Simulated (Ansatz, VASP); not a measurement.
Ru in VASP and in Ansatz

```
Ru
1.0
     2.70289    0.00000    0.00000
     0.00000    4.26437    0.00000
     0.00000    0.00000   19.12100
Ru
4
Direct
  0.00000 0.75000 0.41839
  0.50000 0.25000 0.45919
  0.50000 0.75000 0.54081
  0.00000 0.25000 0.58161
```

Alike in both runs: task single point; functional r2SCAN; k mesh 12 × 8 × 1; occupations fermi-dirac, width 0.05 eV; no spin polarisation.

|  | VASP | Ansatz |
| --- | --- | --- |
| version | VASP 6.6.1 | Ansatz 0.2.0 |
| potentials or method | VASP PAW PBE potentials, release 64 (Ru_pv) | PAW with Ansatz's default frozen-core files, scalar-relativistic |
| plane-wave cutoff (eV) | 520 | 500 |
| valence electrons in the cell | 56 | 64 |

Ansatz gave:

* rms of the force components (eV/Å): 0.591

**Question.** Estimate VASP's values.

**Answer.** rms of the force components (eV/Å): 0.560.

Atom by atom the forces differ by 0.035 eV/Å (rms over components). The two sets of potentials don't hold the same shells in valence.

Caveats: the PAW data sets were made with another functional, which shifts forces and pressure a little (VASP).
